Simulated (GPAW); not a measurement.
# CrGa15N16 (GaN32 Cr1): moments or none, part 2 of 2

Aim: find out whether CrGa15N16 (GaN32 Cr1) carries moments when they start parallel, and what they gain.

GPAW 26.7.0; PBE; plane waves with GPAW's PAW setups, scalar-relativistic.

So far. Step 2 (Run 1 (ferro +)): After 34 cycles the largest moment stands at 2.56 μB.

## Step 3: Start 2: no spin polarisation

This run holds no moments, which gives a state to set the others against.

Input file nospin.py:

```python
import json
import numpy as np
from ase import Atoms
from ase.parallel import paropen, parprint
from gpaw import GPAW

atoms = Atoms(['Cr', 'N', 'Ga', 'N', 'Ga', 'N', 'Ga', 'N', 'Ga', 'N', 'Ga', 'N', 'Ga', 'N', 'Ga', 'N', 'Ga', 'N', 'Ga', 'N', 'Ga', 'N', 'Ga', 'N', 'Ga', 'N', 'Ga', 'N', 'Ga', 'N', 'Ga', 'N'],
    cell=[[6.378, 0.0, 0.0],
         [-3.189, 5.52351, 0.0],
         [0.0, 0.0, 10.37]],
    scaled_positions=[[0.0, 0.0, 0.0],
         [0.166667, 0.333333, 0.0615],
         [0.166667, 0.333333, 0.25],
         [0.0, 0.0, 0.3115],
         [0.0, 0.0, 0.5],
         [0.166667, 0.333333, 0.5615],
         [0.166667, 0.333333, 0.75],
         [0.0, 0.0, 0.8115],
         [0.0, 0.5, 0.0],
         [0.166667, 0.833333, 0.0615],
         [0.166667, 0.833333, 0.25],
         [0.0, 0.5, 0.3115],
         [0.0, 0.5, 0.5],
         [0.166667, 0.833333, 0.5615],
         [0.166667, 0.833333, 0.75],
         [0.0, 0.5, 0.8115],
         [0.5, 0.0, 0.0],
         [0.666667, 0.333333, 0.0615],
         [0.666667, 0.333333, 0.25],
         [0.5, 0.0, 0.3115],
         [0.5, 0.0, 0.5],
         [0.666667, 0.333333, 0.5615],
         [0.666667, 0.333333, 0.75],
         [0.5, 0.0, 0.8115],
         [0.5, 0.5, 0.0],
         [0.666667, 0.833333, 0.0615],
         [0.666667, 0.833333, 0.25],
         [0.5, 0.5, 0.3115],
         [0.5, 0.5, 0.5],
         [0.666667, 0.833333, 0.5615],
         [0.666667, 0.833333, 0.75],
         [0.5, 0.5, 0.8115]],
    pbc=True)
atoms.calc = GPAW(mode={'name': 'pw', 'ecut': 600},
    xc='PBE',
    kpts={'size': (5, 5, 3), 'gamma': True},
    occupations={'name': 'fermi-dirac', 'width': 0.05},
    convergence={'density': 1e-05, 'energy': 1e-05},
    maxiter=200,
    mixer={'name': 'pulay', 'beta': 0.05, 'nmaxold': 6, 'weight': 50},
    symmetry={'tolerance': 1e-4},
    txt='nospin.txt')
e = atoms.get_potential_energy(force_consistent=True)
res = {'free_energy': e, 'energy_sigma0': atoms.get_potential_energy(), 'fermi_energy': atoms.calc.get_fermi_level()}
parprint(f'free energy: {e:.6f} eV')
atoms.calc.write('nospin.gpw')
with paropen('results.json', 'w') as f:
    json.dump(res, f)
```

Started as:

```
$ OMP_NUM_THREADS=1 mpirun -n 4 gpaw python nospin.py > nospin.log
```

Log:

```text
free energy: -195.073295 eV

--- nospin.txt ---
Input parameters:
  mode=PW(ecut=600),
  convergence={'density': 1e-05, 'energy': 1e-05},
  kpts=MonkhorstPack(size=(5, 5, 3), gamma=True),
  maxiter=200,
  mixer=Pulay(name='pulay', nmaxold=6, beta=0.05, weight=50, sigma=0.015, g_ss=None),
  occupations=Occupations(name='fermi-dirac', width=0.05),
  symmetry=Symmetry(tolerance=0.0001),
  xc=XC(name='PBE')

Diagonalizing LCAO Hamiltonian
Converting LCAO to pw mode

          Ga      Ga
         N       N
           NGa     NGa
          N       N
            N       N
         Ga      Ga
           Ga      Ga
         NGa     NGa
            Ga      Ga
          NN      NN

         Ga N    Ga N
           Cr      Ga

Atoms  # Å, Bohr magnetons
|    | symbol |         x |        y |        z |    initial magnetic moments |
|----|--------|-----------|----------|----------|-----------------------------|
|  0 |     Cr |  0.000000 | 0.000000 | 0.000000 | ( 0.0000,  0.0000,  0.0000) |
|  1 |      N |  0.000003 | 1.841168 | 0.637755 | ( 0.0000,  0.0000,  0.0000) |
|  2 |     Ga |  0.000003 | 1.841168 | 2.592500 | ( 0.0000,  0.0000,  0.0000) |
|  3 |      N |  0.000000 | 0.000000 | 3.230255 | ( 0.0000,  0.0000,  0.0000) |
|  4 |     Ga |  0.000000 | 0.000000 | 5.185000 | ( 0.0000,  0.0000,  0.0000) |
|  5 |      N |  0.000003 | 1.841168 | 5.822755 | ( 0.0000,  0.0000,  0.0000) |
|  6 |     Ga |  0.000003 | 1.841168 | 7.777500 | ( 0.0000,  0.0000,  0.0000) |
|  7 |      N |  0.000000 | 0.000000 | 8.415255 | ( 0.0000,  0.0000,  0.0000) |
|  8 |     Ga | -1.594500 | 2.761755 | 0.000000 | ( 0.0000,  0.0000,  0.0000) |
|  9 |      N | -1.594497 | 4.602923 | 0.637755 | ( 0.0000,  0.0000,  0.0000) |
| 10 |     Ga | -1.594497 | 4.602923 | 2.592500 | ( 0.0000,  0.0000,  0.0000) |
| 11 |      N | -1.594500 | 2.761755 | 3.230255 | ( 0.0000,  0.0000,  0.0000) |
| 12 |     Ga | -1.594500 | 2.761755 | 5.185000 | ( 0.0000,  0.0000,  0.0000) |
| 13 |      N | -1.594497 | 4.602923 | 5.822755 | ( 0.0000,  0.0000,  0.0000) |
| 14 |     Ga | -1.594497 | 4.602923 | 7.777500 | ( 0.0000,  0.0000,  0.0000) |
| 15 |      N | -1.594500 | 2.761755 | 8.415255 | ( 0.0000,  0.0000,  0.0000) |
| 16 |     Ga |  3.189000 | 0.000000 | 0.000000 | ( 0.0000,  0.0000,  0.0000) |
| 17 |      N |  3.189003 | 1.841168 | 0.637755 | ( 0.0000,  0.0000,  0.0000) |
| 18 |     Ga |  3.189003 | 1.841168 | 2.592500 | ( 0.0000,  0.0000,  0.0000) |
| 19 |      N |  3.189000 | 0.000000 | 3.230255 | ( 0.0000,  0.0000,  0.0000) |
| 20 |     Ga |  3.189000 | 0.000000 | 5.185000 | ( 0.0000,  0.0000,  0.0000) |
| 21 |      N |  3.189003 | 1.841168 | 5.822755 | ( 0.0000,  0.0000,  0.0000) |
| 22 |     Ga |  3.189003 | 1.841168 | 7.777500 | ( 0.0000,  0.0000,  0.0000) |
| 23 |      N |  3.189000 | 0.000000 | 8.415255 | ( 0.0000,  0.0000,  0.0000) |
| 24 |     Ga |  1.594500 | 2.761755 | 0.000000 | ( 0.0000,  0.0000,  0.0000) |
| 25 |      N |  1.594503 | 4.602923 | 0.637755 | ( 0.0000,  0.0000,  0.0000) |
| 26 |     Ga |  1.594503 | 4.602923 | 2.592500 | ( 0.0000,  0.0000,  0.0000) |
| 27 |      N |  1.594500 | 2.761755 | 3.230255 | ( 0.0000,  0.0000,  0.0000) |
| 28 |     Ga |  1.594500 | 2.761755 | 5.185000 | ( 0.0000,  0.0000,  0.0000) |
| 29 |      N |  1.594503 | 4.602923 | 5.822755 | ( 0.0000,  0.0000,  0.0000) |
| 30 |     Ga |  1.594503 | 4.602923 | 7.777500 | ( 0.0000,  0.0000,  0.0000) |
| 31 |      N |  1.594500 | 2.761755 | 8.415255 | ( 0.0000,  0.0000,  0.0000) |

Unit cell  # Å
| periodic |         x |        y |         z |   lengths |     angles |
|----------|-----------|----------|-----------|-----------|------------|
|      yes |  6.378000 | 0.000000 |  0.000000 |  6.378000 |  90.000000 |
|      yes | -3.189000 | 5.523510 |  0.000000 |  6.378000 |  90.000000 |
|      yes |  0.000000 | 0.000000 | 10.370000 | 10.370000 | 120.000000 |

Number of symmetries: 6

BZ-sampling:
  Number of BZ points: 75
  Number of IBZ points: 12

  Monkhorst-Pack size: [5, 5, 3]
  Monkhorst-Pack shift: [0, 0, 0]

Plane wave coefficients: 12263
Cutoff: 600.0 eV

Spin-components: 1 (collinear spins)
Bands:           83
Projectors:      161
Spin-degeneracy: 2
Datatype:        complex128

Parallelization:
  kpt:    4
  domain: 1
  band:   1

Density:
  Valence electrons: 131.0
  Components: 1
  Grid points: [40 40 60]
  Charge: 0.0  # |e|

Potential:
  Grid points: [40 40 60]

[... setups left out ...]
Reference energy: -845559.994452  # eV

eigensolver:
  PPCG
  Converge bands: occupied
  niter=2

density mixing:
  Pulay-Mixer
  Linear mixing parameters: 0.05
  Old densities: 6
  Fourier metric: weight=50, sigma=0.015

occupation numbers:
  Fermi-Dirac:
    width: 0.0500  # eV

poisson solver:
  ecut: 4800.0  # eV

xc functional:
  name: PBE with 2 nearest neighbor stencil

convergence criteria:
- Maximum integral of absolute [dens]ity change: 1e-05 electrons / valence electron
- Maximum [total energy] change in last 3 cyles: 1e-05 eV / valence electron
- Maximum integral of absolute [eigenst]ate change: 4e-08 eV^2 / valence electron
maximum number of iterations: 200

SCF iterations
|iter     |      energy | eigst |  dens |
|---------|-------------|-------|-------|
|iter:   1|       0s | -229.695217 | -0.01 |       |
|iter:   2|       5s | -215.735383 | -0.87 | -0.55 |
|iter:   3|      11s | -207.506977 | -0.86 | -0.63 |
|iter:   4|      16s | -195.712904 | -0.07 | -0.72 |
|iter:   5|      21s | -196.896145 | -0.85 | -1.12 |
|iter:   6|      27s | -196.321676 | -2.02 | -1.27 |
|iter:   7|      32s | -196.258137 | -2.33 | -1.29 |
|iter:   8|      38s | -195.097005 | -1.23 | -1.34 |
|iter:   9|      43s | -195.058890 | -2.28 | -2.05 |
|iter:  10|      48s | -195.050497 | -2.93 | -2.26 |
|iter:  11|      54s | -195.049011 | -2.95 | -2.37 |
|iter:  12|      59s | -195.042044 | -3.40 | -2.28 |
|iter:  13|      65s | -195.043332 | -3.50 | -2.41 |
|iter:  14|      70s | -195.040194 | -3.41 | -2.60 |
|iter:  15|      76s | -195.038323 | -3.84 | -2.62 |
|iter:  16|      81s | -195.038516 | -4.71 | -2.86 |
|iter:  17|      87s | -195.038764c| -5.16 | -3.00 |
|iter:  18|      92s | -195.038767c| -6.27 | -3.35 |
|iter:  19|      97s | -195.038794c| -5.85 | -3.39 |
|iter:  20|     103s | -195.038796c| -6.42 | -3.58 |
|iter:  21|     108s | -195.038790c| -6.29 | -3.64 |
|iter:  22|     114s | -195.038792c| -7.09 | -3.92 |
|iter:  23|     119s | -195.038797c| -7.12 | -4.02 |
|iter:  24|     125s | -195.038796c| -7.65c| -4.30 |
|iter:  25|     128s | -195.038796c| -7.63c| -4.44 |
|iter:  26|     131s | -195.038796c| -7.58c| -4.49 |
|iter:  27|     134s | -195.038795c| -7.74c| -4.71 |
|iter:  28|     137s | -195.038794c| -7.82c| -4.76 |
|iter:  29|     140s | -195.038794c| -8.06c| -5.03c|

Converged in 29 steps
Energy contributions relative to reference atoms: (reference = -845559.994452)

Energy contributions:
  Kinetic:         492.506180
  Coulomb:        -432.641805
  Zero:              1.069944
  External:          0.000000
  Xc:             -255.938611
  Entropy:          -0.069002
  Spinorbit:         0.000000
  ----------------------------
  Free energy:    -195.073295
  Extrapolated:   -195.038794

dipole moment: (-80.144216, -100.678619, -115.836644)  # |e|*Ang

Fermi level: 8.721
Eigenvalues  # (at kpt = [0.000, 0.000, 0.000])
| band index |      eig [eV] | occ [0-2] |
|------------|---------------|-----------|
|          0 |        -9.423 |     2.000 |
|        ... |               |           |
|         59 |         5.905 |     2.000 |
|         60 |         5.905 |     2.000 |
|         61 |         6.179 |     2.000 |
|         62 |         6.331 |     2.000 |
|         63 |         6.331 |     2.000 |
|         64 |         8.534 |     1.954 |
|         65 |         8.535 |     1.953 |
|         66 |         8.542 |     1.945 |
|         67 |         9.471 |     0.000 |
|         68 |         9.734 |     0.000 |
|         69 |         9.735 |     0.000 |
|         70 |        10.779 |     0.000 |
|         71 |        10.831 |     0.000 |
|         72 |        10.862 |     0.000 |
|         73 |        10.929 |     0.000 |
|         74 |        10.929 |     0.000 |
|        ... |               |           |
|         82 |        12.328 |     0.000 |

No gap
No difference between direct/indirect transitions
```

Elapsed: 2.6 min, on 4 MPI ranks of AMD EPYC 7B13 (Zen 3), shared host; peak memory 1.9 GiB.

Numbers from this step:

| Item | Value |
| --- | --- |
| final state | non-magnetic (no spin polarisation) |

It lies 855 meV a seeded atom over the first start.

## Step 4: Ranking

These are free energies at a smearing of 0.05 eV, so its entropy term is in the differences. They are divided by the number of seeded atoms, so that cells of unlike size compare.

Orders:

```
               start    final state  typed order kept  energy over the lowest (meV a seeded atom)  largest site moment (μB)  net moment (μB a primitive cell)  mesh matched  CPU time (s)
             ferro +  ferromagnetic               yes                                           0                     2.559                             2.976           yes          1320
no spin polarisation   non-magnetic                 -                                       854.9                         0                                 0           yes         624.6
```

## Step 5: Outcome

| Property | Result |
| --- | --- |
| lower run | with moments |
| largest site moment | 2.56 μB |
| energy gained by spin polarisation | 855 meV a seeded atom |

In words: The crystal holds moments, up to 2.56 μB, and gains 855 meV a seeded atom by them. No antiferromagnetic order was tried, so the session says nothing on how the moments order.

[Logs and program files are shortened in this print: banners, set-up blocks, solver, clock and traceback lines can be left out without a mark of their own.]

[Logs are printed without paths, hosts, clocks, repeated set-up lines and the standing remarks that a program may print on its own settings, such as how far it seeks lower states.]

[Hosts, paths, dates, database ids (printed as entryN), source tags and the programs' standing remarks are cut or masked in the printed files.]

[Where a cell is said to come from a database of computed structures, the database is the Materials Project.]
